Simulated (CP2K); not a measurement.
# Ge (Fd-3m) in CP2K: a series of runs

Runs on Ge. Level: PBE. Tasks: single point.

All numbers are computed with CP2K 2026.2; they aren't measurements. Logs are shortened: lines on timing, memory, paths and dates and some standing lists are left out, and cuts for length are marked.

**Measured values to compare with.**

From “Electronic and optical properties of SixGe1-x-ySny alloys lattice-matched to Ge”, 2021, arxiv:2109.02782, for a bulk crystal of Ge: band gap 0.666 eV (indirect) at 293 K; band gap 0.807 eV (direct) at 300 K.

The results are compared with them further down.

## (1) Starting point

Symmetry: Fd-3m, No. 227, cubic system. Conventional cell: a = 5.658 Å, b = 5.658 Å, c = 5.658 Å, α = 90.00°, β = 90.00°, γ = 90.00°. Ge (site symmetry -43m) is surrounded by 4 Ge at 2.45 Å.

## (2) Single point, PBE

Input file ge_scf.inp:

```
&GLOBAL
  PROJECT ge_scf
  RUN_TYPE ENERGY_FORCE
  PRINT_LEVEL LOW
&END GLOBAL
&FORCE_EVAL
  METHOD QS
  STRESS_TENSOR ANALYTICAL
  &DFT
    BASIS_SET_FILE_NAME BASIS_MOLOPT_UZH
    POTENTIAL_FILE_NAME POTENTIAL_UZH
    &MGRID
      CUTOFF 450
      REL_CUTOFF 60
      NGRIDS 5
    &END MGRID
    &QS
      METHOD GPW
      EPS_DEFAULT 1.0E-10
    &END QS
    &KPOINTS
      SCHEME MONKHORST-PACK 8 8 8
      GAMMA_CENTERED T
      SYMMETRY T
      SYMMETRY_BACKEND SPGLIB
    &END KPOINTS
    &SCF
      SCF_GUESS ATOMIC
      EPS_SCF 1.0E-6
      MAX_SCF 100
      ADDED_MOS 10
      CHOLESKY OFF
      EPS_EIGVAL 1.0E-7
      &DIAGONALIZATION ON
        ALGORITHM STANDARD
      &END DIAGONALIZATION
      &MIXING ON
        METHOD BROYDEN_MIXING
        ALPHA 0.4
        BETA 1.5
        NBUFFER 8
      &END MIXING
      &SMEAR ON
        METHOD GAUSSIAN
        SIGMA [eV] 0.022
      &END SMEAR
    &END SCF
    &XC
      &XC_FUNCTIONAL
        &GGA_X_PBE
        &END GGA_X_PBE
        &GGA_C_PBE
        &END GGA_C_PBE
      &END XC_FUNCTIONAL
    &END XC
    &PRINT
      &KPOINTS ON
      &END KPOINTS
      &MULLIKEN ON
      &END MULLIKEN
      &MO ON
        ENERGIES T
        OCCUPATION_NUMBERS T
        &EACH
          QS_SCF 0
        &END EACH
        ADD_LAST NUMERIC
      &END MO
    &END PRINT
  &END DFT
  &SUBSYS
    &CELL
      A 4.0006828887 0.0000000000 0.0000000000
      B 2.0003414444 3.4646930141 0.0000000000
      C 2.0003414444 1.1548976714 3.2665439000
      PERIODIC XYZ
    &END CELL
    &COORD
      Ge  6.0010243331 3.4646930141 2.4499079250
      Ge  4.0006828888 2.3097953428 1.6332719500
    &END COORD
    &KIND Ge
      BASIS_SET TZVP-MOLOPT-PBE-GTH-q4
      POTENTIAL GTH-PBE-q4
    &END KIND
    &PRINT
      &ATOMIC_COORDINATES ON
      &END ATOMIC_COORDINATES
      &CELL ON
      &END CELL
    &END PRINT
  &END SUBSYS
  &PRINT
    &FORCES ON
    &END FORCES
    &STRESS_TENSOR ON
    &END STRESS_TENSOR
  &END PRINT
&END FORCE_EVAL
```

Potentials or basis: POTENTIAL_UZH Ge GTH-PBE-q4; TZVP-MOLOPT-PBE-GTH basis.

The run is started by

```
$ OMP_NUM_THREADS=1 cp2k.psmp -i ge_scf.inp -o ge_scf.out
```

ge_scf.out:

```text

 CP2K| version string:                                       CP2K version 2026.2
 CP2K| Input file name                                                ge_scf.inp

 GLOBAL| Force Environment number                                              1
 GLOBAL| Basis set file name                                    BASIS_MOLOPT_UZH
 GLOBAL| Potential file name                                       POTENTIAL_UZH
 GLOBAL| MM Potential file name                                     MM_POTENTIAL
 GLOBAL| Coordinate file name                                      __STD_INPUT__
 GLOBAL| Method name                                                        CP2K
 GLOBAL| Project name                                                     ge_scf
 GLOBAL| Run type                                                   ENERGY_FORCE
 GLOBAL| FFT library                                                       FFTW3
[... 8 lines left out ...]
 GLOBAL| CPU model name                                                  UNKNOWN

 CELL| Volume [angstrom^3]:                                            45.278016
 CELL| Vector a [angstrom]:       4.001     0.000     0.000   |a| =     4.000683
 CELL| Vector b [angstrom]:       2.000     3.465     0.000   |b| =     4.000683
 CELL| Vector c [angstrom]:       2.000     1.155     3.267   |c| =     4.000683
 CELL| Angle (b,c), alpha [degree]:                                    60.000000
 CELL| Angle (a,c), beta  [degree]:                                    60.000000
 CELL| Angle (a,b), gamma [degree]:                                    60.000000
 CELL| Numerically orthorhombic:                                              NO
 CELL| Periodicity                                                           XYZ

 CELL_REF| Volume [angstrom^3]:                                        45.278016
 CELL_REF| Vector a [angstrom     4.001     0.000     0.000   |a| =     4.000683
 CELL_REF| Vector b [angstrom     2.000     3.465     0.000   |b| =     4.000683
 CELL_REF| Vector c [angstrom     2.000     1.155     3.267   |c| =     4.000683
 CELL_REF| Angle (b,c), alpha [degree]:                                60.000000
 CELL_REF| Angle (a,c), beta  [degree]:                                60.000000
 CELL_REF| Angle (a,b), gamma [degree]:                                60.000000
 CELL_REF| Numerically orthorhombic:                                          NO
 CELL_REF| Periodicity                                                       XYZ
[... 9 lines left out ...]
 TOTAL NUMBERS AND MAXIMUM NUMBERS

  Total number of            - Atomic kinds:                                   1
                             - Atoms:                                          2
                             - Shell sets:                                     2
                             - Shells:                                        14
                             - Primitive Cartesian functions:                  8
                             - Cartesian basis functions:                     36
                             - Spherical basis functions:                     34

  Maximum angular momentum of the orbital basis functions:                     2

 MODULE QUICKSTEP: ATOMIC COORDINATES IN ANGSTROM

   Atom Kind Element         X             Y             Z       Z(eff)     Mass
      1    1 Ge   32      6.001024      3.464693      2.449908   4.0000  72.6400
      2    1 Ge   32      4.000683      2.309795      1.633272   4.0000  72.6400

 SCF PARAMETERS         Density guess:                                    ATOMIC
                        --------------------------------------------------------
                        max_scf:                                             100
[... 7 lines left out ...]
                        --------------------------------------------------------
                        level_shift [a.u.]:                             0.000000
                        added MOs                                        10    0
                        --------------------------------------------------------
                        Mixing method:                            BROYDEN_MIXING
                                                charge density mixing in g-space
                        --------------------------------------------------------
                        Smear method:                                   GAUSSIAN
                        Smearing width (sigma) [a.u.]:                  8.08E-04
                        Accuracy threshold:                             1.00E-10
                        --------------------------------------------------------
                        No outer SCF

 *******************************************************************************
                                    Kpoints
 *******************************************************************************
 BRILLOUIN| K-point scheme                                        Monkhorst-Pack
 BRILLOUIN| K-Point grid                                             8    8    8
 BRILLOUIN| Gamma-centered k-point mesh                                     ON
 BRILLOUIN| K-point symmetry accuracy                               0.100000E-05
 BRILLOUIN| K-Point point group symmetrization                                ON
 BRILLOUIN| Symmetry backend                                             SPGLIB
 BRILLOUIN| Symmetry reduction method                                    SPGLIB
 BRILLOUIN| Wavefunction type                                            COMPLEX
 BRILLOUIN| List of Kpoints [2 Pi/Bohr]                                       29
 BRILLOUIN| Number           Weight            X              Y              Z
 BRILLOUIN|     1           0.01562       -0.37500       -0.37500       -0.37500
 BRILLOUIN|     2           0.04688       -0.37500       -0.37500       -0.25000
 BRILLOUIN|     3           0.04688       -0.37500       -0.37500       -0.12500
 BRILLOUIN|     4           0.01172       -0.37500       -0.37500        0.00000
 BRILLOUIN|     5           0.04688       -0.37500       -0.37500        0.12500
 BRILLOUIN|     6           0.02344       -0.37500       -0.37500        0.25000
[... 21 lines left out ...]
 BRILLOUIN|    28           0.00781        0.00000        0.00000        0.50000
 BRILLOUIN|    29           0.00586        0.00000        0.50000        0.50000
 *******************************************************************************

 Extrapolation method: initial_guess

 Number of electrons:                                                          8
 Number of occupied orbitals:                                                  4
 Number of molecular orbitals:                                                14

 Number of orbital functions:                                                 34
 Number of independent orbital functions:                                     34

 SCF WAVEFUNCTION OPTIMIZATION

  Step     Update method      Time    Convergence         Total energy    Change
  ------------------------------------------------------------------------------
     1 NoMix/Diag. 0.40E+00    0.8     0.34917520        -7.9727044163 -7.97E+00
     2 Broy./Diag. 0.40E+00    0.7     0.00624134        -7.8382207851  1.34E-01
     3 Broy./Diag. 0.40E+00    0.7     0.02440904        -7.7647416730  7.35E-02
     4 Broy./Diag. 0.40E+00    0.7     0.00546545        -7.8220026313 -5.73E-02
     5 Broy./Diag. 0.40E+00    0.7     0.00461386        -7.8465841777 -2.46E-02
     6 Broy./Diag. 0.40E+00    0.7     0.00127261        -7.8582752255 -1.17E-02
     7 Broy./Diag. 0.40E+00    0.7     0.00019337        -7.8595267935 -1.25E-03
     8 Broy./Diag. 0.40E+00    0.7     0.00002473        -7.8597394867 -2.13E-04
     9 Broy./Diag. 0.40E+00    0.7     0.00002155        -7.8599402157 -2.01E-04
    10 Broy./Diag. 0.40E+00    0.7     0.00000343        -7.8599992354 -5.90E-05
    11 Broy./Diag. 0.40E+00    0.7     0.00000101        -7.8600009411 -1.71E-06
    12 Broy./Diag. 0.40E+00    0.7     0.00000064        -7.8600010078 -6.67E-08

  *** SCF run converged in    12 steps ***

  Electronic density on regular grids:         -8.0000000000        0.0000000000
  Core density on regular grids:                7.9999999974       -0.0000000026
  Total charge density on r-space grids:       -0.0000000026
  Total charge density g-space grids:          -0.0000000026

  Overlap energy of the core charge distribution:               0.00000001912839
  Self energy of the core charge distribution:                -16.70301879784742
  Core Hamiltonian energy:                                      3.90861686457226
  Hartree energy:                                               7.28296573019157
  Exchange-correlation energy:                                 -2.34856335189710
  Smearing free energy correction:                             -0.00000147192531
  Fermi energy:                                                 0.16855482908753

  Total energy:                                                -7.86000100780988
  Total energy (extrapolated to sigma->0):                     -7.86000027184722

 MO| EIGENVALUES AND OCCUPATION NUMBERS FOR K POINT 1
 MO|
 MO|  Index      Eigenvalue [a.u.]        Eigenvalue [eV]             Occupation
 MO|      1              -0.244350              -6.649097               2.000000
 MO|      2              -0.078031              -2.123324               2.000000
 MO|      3               0.121371               3.302681               2.000000
 MO|      4               0.121371               3.302682               2.000000
 MO|      5               0.179203               4.876374               0.000000
 MO|      6               0.309468               8.421047               0.000000
 MO|      7               0.309468               8.421061               0.000000
 MO|      8               0.461196              12.549785               0.000000
 MO|      9               0.544801              14.824784               0.000000
 MO|     10               0.584348              15.900911               0.000000
 MO|     11               0.584348              15.900914               0.000000
 MO|     12               0.658772              17.926102               0.000000
 MO|     13               0.773964              21.060633               0.000000
 MO|     14               0.773965              21.060645               0.000000
 MO| Sum:                                                               8.000000
 MO| E(Fermi):            0.168555 a.u.          4.586610 eV
 MO| Band gap:            0.057832 a.u.          1.573691 eV
[... 253 lines left out ...]
 MO| EIGENVALUES AND OCCUPATION NUMBERS FOR K POINT 14
 MO|
 MO|  Index      Eigenvalue [a.u.]        Eigenvalue [eV]             Occupation
 MO|      1              -0.226526              -6.164095               2.000000
 MO|      2              -0.083637              -2.275878               2.000000
 MO|      3               0.037314               1.015369               2.000000
 MO|      4               0.090823               2.471422               2.000000
 MO|      5               0.259413               7.058991               0.000000
 MO|      6               0.296370               8.064647               0.000000
 MO|      7               0.355416               9.671372               0.000000
 MO|      8               0.401915              10.936656               0.000000
 MO|      9               0.554639              15.092502               0.000000
 MO|     10               0.555443              15.114384               0.000000
 MO|     11               0.664293              18.076343               0.000000
 MO|     12               0.718192              19.543002               0.000000
 MO|     13               0.773880              21.058352               0.000000
 MO|     14               0.801644              21.813851               0.000000
 MO| Sum:                                                               8.000000
 MO| E(Fermi):            0.168555 a.u.          4.586610 eV
 MO| Band gap:            0.168590 a.u.          4.587569 eV

 [... the levels of further k-points ...]

 !-----------------------------------------------------------------------------!
                     Mulliken Population Analysis

 #  Atom  Element  Kind  Atomic population                           Net charge
       1     Ge       1          4.000004                             -0.000004
       2     Ge       1          3.999996                              0.000004
 # Total charge                              8.000000                  0.000000

 !-----------------------------------------------------------------------------!

 ENERGY| Total FORCE_EVAL ( QS ) energy [hartree]             -7.860000993948487

 FORCES| Atomic forces [hartree/bohr]
 FORCES|   Atom     x               y               z               |f|
 FORCES|      1 -8.09610352E-10 -1.57913202E-08 -2.93649448E-08   3.33514805E-08
 FORCES|      2  8.09111169E-10  1.57910034E-08  2.93647318E-08   3.33511307E-08
 FORCES| Sum    -4.99183416E-13 -3.16848573E-13 -2.13073382E-13
 FORCES| Total atomic force                                       6.28472249E-13

 STRESS| Analytical stress tensor [bar]
 STRESS|                        x                   y                   z
 STRESS|      x        3.91822845122E+04  -2.46068178765E-03  -4.91228186309E-03
 STRESS|      y       -2.46068178765E-03   3.91823600717E+04  -2.76870952564E-02
 STRESS|      z       -4.91228186309E-03  -2.76870952564E-02   3.91822765500E+04
 STRESS| 1/3 Trace                                             3.91823070447E+04
 STRESS| Determinant                                           6.01547616992E+13

 STRESS| Eigenvectors and eigenvalues of the analytical stress tensor [bar]
 STRESS|                        1                   2                   3
 STRESS| Eigenvalues   3.91822665714E+04   3.91822861359E+04   3.91823684267E+04
 STRESS|      x           0.288997819364      0.957263975714     -0.011222352822
 STRESS|      y           0.278800049753     -0.072943685802      0.957574932295
 STRESS|      z           0.915833386954     -0.279865859836     -0.287965810189
```

Wall time 10 s (1 thread of Arm Neoverse V2, shared host); peak memory 0.26 GiB.

Results:

| Quantity | Value |
| --- | --- |
| Free energy | -213.8815 eV |
| Pressure | 3.9 GPa |
| Band gap on the k mesh | 0.04 eV, direct |

Caveat: the basis of atomic orbitals isn't converged, which shifts pressures, moduli and gaps.

## (3) Single point, PBE

Edit ge_scf.inp of step 2 so:

```diff
@@ -44,3 +44,3 @@
         METHOD GAUSSIAN
-        SIGMA [eV] 0.022
+        SIGMA [eV] 0.023
       &END SMEAR
@@ -48,7 +48,3 @@
     &XC
-      &XC_FUNCTIONAL
-        &GGA_X_PBE
-        &END GGA_X_PBE
-        &GGA_C_PBE
-        &END GGA_C_PBE
+      &XC_FUNCTIONAL PBE
       &END XC_FUNCTIONAL
@@ -78,4 +74,5 @@
     &COORD
-      Ge  6.0010243331 3.4646930141 2.4499079250
-      Ge  4.0006828888 2.3097953428 1.6332719500
+      SCALED
+      Ge  0.7500000000 0.7500000000 0.7500000000
+      Ge  0.5000000000 0.5000000000 0.5000000000
     &END COORD
```

Potentials or basis: POTENTIAL_UZH Ge GTH-PBE-q4; TZVP-MOLOPT-PBE-GTH basis.

The run is started by

```
$ OMP_NUM_THREADS=1 cp2k.psmp -i ge_scf.inp -o ge_scf.out
```

Run time: 10 s. Hardware: 1 thread of Arm Neoverse V2, shared host; peak memory 0.26 GiB.

It converged, with:

- Free energy: -213.8815 eV
- Pressure: 3.9 GPa
- Band gap on the k mesh: 0.04 eV, direct

Levels at points of the mesh, in eV from the valence-band top:
```csv
k point,band 1,band 2,band 3,band 4,band 5,band 6,band 7,band 8,band 9
"(0.00, 0.00, 0.00)",-12.73,0.00,0.00,0.00,0.04,2.60,2.60,2.60,8.16
"(0.00, 0.00, 0.50)",-10.68,-7.61,-1.39,-1.39,0.18,3.81,3.81,8.68,11.06
"(0.00, 0.50, 0.50)",-8.90,-8.90,-3.06,-3.06,0.73,0.73,9.80,9.80,11.98
```

Caveat: the basis of atomic orbitals isn't converged, which shifts pressures, moduli and gaps.

## (4) Against experiment

Step 2. A measured gap of Ge is 0.666 eV (indirect; 293 K; “Electronic and optical properties of SixGe1-x-ySny alloys lattice-matched to Ge”, 2021, arxiv:2109.02782); the calculated 0.04 eV misses it by -0.63 eV. 3 values of this kind are on record (0.666 to 0.807 eV); this one was drawn at random among those near their median. Spin-orbit coupling on Ge is left out. The value is that of PBE in an atomic basis (POTENTIAL_UZH Ge GTH-PBE-q4; TZVP-MOLOPT-PBE-GTH basis), whose error adds to the functional's, on a finite k mesh, which can miss the band edges, without temperature or zero-point motion. Semilocal functionals fall short of measured gaps as a rule.

Step 3. A measured gap of Ge is 0.807 eV (direct; 300 K; “Electronic and optical properties of SixGe1-x-ySny alloys lattice-matched to Ge”, 2021, arxiv:2109.02782); the calculated 0.04 eV misses it by -0.77 eV. 3 values of this kind are on record (0.666 to 0.807 eV); this one was drawn at random among those near their median. Spin-orbit coupling on Ge is left out. The value is that of PBE in an atomic basis (POTENTIAL_UZH Ge GTH-PBE-q4; TZVP-MOLOPT-PBE-GTH basis), whose error adds to the functional's, on a finite k mesh, which can miss the band edges, without temperature or zero-point motion. Semilocal functionals fall short of measured gaps as a rule.
